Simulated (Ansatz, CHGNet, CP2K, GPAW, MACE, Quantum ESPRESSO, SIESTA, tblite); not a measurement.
# From one method to another: forces in twisted 2H-MoTe2/1T-TiSe2 bilayer, 21.79° (42 atoms)

2H-MoTe2 (a = 3.52 Å) under 1T-TiSe2 (a = 3.54 Å), bilayer, commensurate cell of 7 unit cells a layer, twist 21.79 deg, both strained to the mean lattice constant; facing planes 3.34 Å apart; 16 Å of vacuum; layers as built, displaced by a Gaussian of 0.01 Å. Then every atom was moved at random, 0.03 Å r.m.s. a Cartesian component.

Two calculations on one geometry. First: Kohn-Sham DFT, PBE, PAW, atomic orbitals (dzp); LCAO dzp; h 0.2 Å; levels smeared at 580 K (GPAW 26.7.0; Γ point). Second: Kohn-Sham DFT, PBE, SSSP efficiency 1.3.0 pseudopotentials, plane waves; sssp-1.3.0-efficiency; 45/360 Ry; levels smeared at 580 K (Quantum ESPRESSO 7.5; sssp-pbe-1.3.0-efficiency, cutoffs 45/360 Ry, Γ point).

Cell vectors (Å):

```
9.339 0.000 0.000
-4.670 8.088 0.000
0.000 0.000 26.040
```

Atom, position (Å) and force of the first calculation (eV/Å):

```
1 Mo 0.655 1.954 9.754 0.312 -0.623 1.070
2 Te 2.006 0.356 11.634 -0.170 0.312 -0.472
3 Te 2.016 0.358 8.014 -0.082 0.211 -0.638
4 Mo 0.017 5.326 9.753 0.229 1.079 0.635
5 Te 1.362 3.841 11.582 -0.117 -0.052 0.483
6 Te 1.320 3.844 7.963 0.679 0.078 -0.677
7 Mo 4.027 0.801 9.787 -0.634 -0.359 0.486
8 Te 0.648 7.299 11.579 0.062 -0.115 0.224
9 Te 0.661 7.345 7.984 -0.087 -0.239 -0.678
10 Mo 3.385 4.245 9.816 -1.220 0.284 -0.079
11 Te 4.658 2.699 11.598 0.134 -0.168 1.052
12 Te 4.629 2.761 8.063 0.396 -0.639 -1.877
13 Mo 2.642 7.736 9.756 0.665 -0.482 0.909
14 Te 3.971 6.139 11.633 0.204 0.578 -0.141
15 Te 4.036 6.171 8.007 -0.563 0.083 -0.846
16 Mo 6.626 3.024 9.806 0.751 0.643 0.193
17 Te 8.005 1.549 11.623 0.037 -0.263 -0.105
18 Te 8.028 1.565 7.993 -0.440 -0.068 -0.986
19 Mo -3.360 6.516 9.788 0.259 0.475 1.132
20 Te -1.966 4.988 11.581 -0.283 -0.183 0.425
21 Te -2.007 5.014 8.056 -0.168 -0.577 -1.317
22 Ti -2.033 5.762 16.479 0.097 -0.614 0.266
23 Se -0.638 7.340 17.983 -0.271 0.221 0.991
24 Se -0.002 5.413 14.959 -0.014 0.213 -0.470
25 Ti 4.671 8.078 16.495 -0.411 -0.276 0.065
26 Se 1.254 1.585 18.117 0.453 0.141 -0.239
27 Se -2.657 7.686 15.007 -0.087 0.281 -0.411
28 Ti 0.702 3.416 16.458 0.339 -0.795 0.210
29 Se 2.035 5.001 18.044 -0.190 0.361 0.244
30 Se 2.681 3.082 14.922 -0.017 0.256 -0.008
31 Ti 1.292 6.886 16.488 0.188 -0.870 -0.058
32 Se 7.341 0.379 18.030 0.137 0.262 0.265
33 Se 3.333 6.557 14.926 0.059 0.331 0.189
34 Ti 3.365 1.142 16.478 0.174 -0.288 -0.089
35 Se 4.714 2.688 18.060 -0.320 0.069 0.314
36 Se 5.361 0.766 14.903 -0.263 0.400 0.053
37 Ti 4.046 4.625 16.525 -0.504 -0.472 -0.254
38 Se 5.313 6.116 18.044 0.316 0.613 0.680
39 Se 5.978 4.238 14.994 0.301 0.245 -0.807
40 Ti 6.676 2.328 16.510 0.109 -0.646 0.121
41 Se -1.278 3.792 18.039 -0.294 0.635 0.360
42 Se -0.672 1.972 14.947 0.168 -0.066 -0.178
```

Q: Give the forces of the second method.

Atom and force (eV/Å):

```
1 0.299 -0.605 1.046
2 -0.137 0.296 -0.615
3 -0.076 0.192 -0.494
4 0.232 1.058 0.627
5 -0.123 -0.039 0.330
6 0.642 0.056 -0.539
7 -0.604 -0.317 0.474
8 0.083 -0.158 0.051
9 -0.080 -0.278 -0.535
10 -1.192 0.263 -0.085
11 0.098 -0.155 0.874
12 0.379 -0.592 -1.686
13 0.651 -0.463 0.893
14 0.170 0.551 -0.282
15 -0.533 0.076 -0.722
16 0.726 0.637 0.187
17 0.032 -0.242 -0.254
18 -0.420 -0.062 -0.829
19 0.254 0.456 1.107
20 -0.239 -0.158 0.244
21 -0.168 -0.550 -1.146
22 0.105 -0.581 0.240
23 -0.271 0.186 0.787
24 -0.013 0.213 -0.256
25 -0.405 -0.275 0.071
26 0.395 0.151 -0.357
27 -0.035 0.259 -0.231
28 0.324 -0.840 0.217
29 -0.176 0.350 0.106
30 -0.020 0.207 0.123
31 0.178 -0.825 -0.045
32 0.119 0.244 0.114
33 0.066 0.299 0.351
34 0.211 -0.265 -0.108
35 -0.257 0.057 0.171
36 -0.239 0.428 0.208
37 -0.501 -0.429 -0.237
38 0.319 0.600 0.511
39 0.290 0.229 -0.616
40 0.075 -0.606 0.141
41 -0.316 0.664 0.200
42 0.156 -0.032 -0.033
```

The two sets differ by 78.9 meV/Å r.m.s., 17 % of the r.m.s. force of the Quantum ESPRESSO run. The runs have no spin polarisation, so any moments at edges, vacancies or dangling bonds can't form. The electronic-structure runs sample only Γ, in a cell whose shortest periodic width is 8 Å, which is coarse for a cell with partly filled levels.

[Logs are printed without paths, hosts, clocks, repeated set-up lines and the standing remarks that a program may print on its own settings, such as how far it seeks lower states.]

[Hosts, paths, dates, database ids (printed as entryN), source tags and the programs' standing remarks are cut or masked in the printed files.]
